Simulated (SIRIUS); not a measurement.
CuO: changing the functional

The structure is hexagonal, space group P-6m2 (No. 187). Conventional cell: a = 2.836 Å, b = 2.836 Å, c = 2.768 Å, α = 90.00°, β = 90.00°, γ = 120.00°. Cu (site symmetry -6m2) has 6 O at 2.14 Å as nearest neighbours. Around O (site symmetry -6m2) lie 6 Cu at 2.14 Å.

Measurements of this composition are mostly on another form, of space group No. 15.

Kept alike: task single point; k mesh 9 × 9 × 8; occupations fermi-dirac, width 0.05 eV; no spin polarisation. Program: SIRIUS, PseudoDojo 0.4.1 PBE standard (scalar relativistic), cutoff 1254 eV. The mesh is that of the run's cell of 2 atoms. No spin-orbit coupling.

```csv
functional,pressure (GPa)
AM05,-9.66
B86bPBE,0.37
BLYP,6.65
LDA,-16.86
PBE,-0.96
PBEint,-6.98
PBEsol,-9.81
PW91,-1.58
RPBE,4.77
revPBE,3.21
```

Pressure is positive in compression; the values hold the error of the finite cutoff, so their zero can differ a little from the energy's minimum. For a metal such a mesh leaves the last digits unconverged. All rows use potentials made for PBE.

**Question.** What does the functional change here?

**Answer.** The pressure runs from -16.86 (LDA) to 6.65 GPa (BLYP). From PBE: AM05 -8.70; B86bPBE +1.33; BLYP +7.61; LDA -15.90; PBEint -6.02; PBEsol -8.85; PW91 -0.62; RPBE +5.73; revPBE +4.17. A positive pressure means that the functional's own cell is larger than the one given, a negative one that it is smaller.

At this fixed cell LDA favours the strongest contraction, and AM05, PBEsol and PBEint favour a weaker one. PBE, PW91 and B86bPBE lie near zero pressure, while revPBE, RPBE and BLYP favour expansion. The main cause is how strongly exchange rewards density gradients. Pulling the atoms apart makes the density between them more inhomogeneous, so a steeper gradient enhancement lowers the energy of the expanded crystal and weakens the Cu–O attraction. PBEsol softens this enhancement relative to PBE, and PBEint falls between the two as its construction intends; revPBE and RPBE strengthen it. BLYP, at 6.65 GPa, also differs in its correlation part, which does not recover the uniform electron gas, so its position cannot be put down to exchange alone.

The small PBE pressure probably reflects a cell relaxed with PBE or a close relative, and is no evidence that PBE is the more accurate choice. Nor does a single pressure per functional show whether the cell would change mainly along c or within the plane.
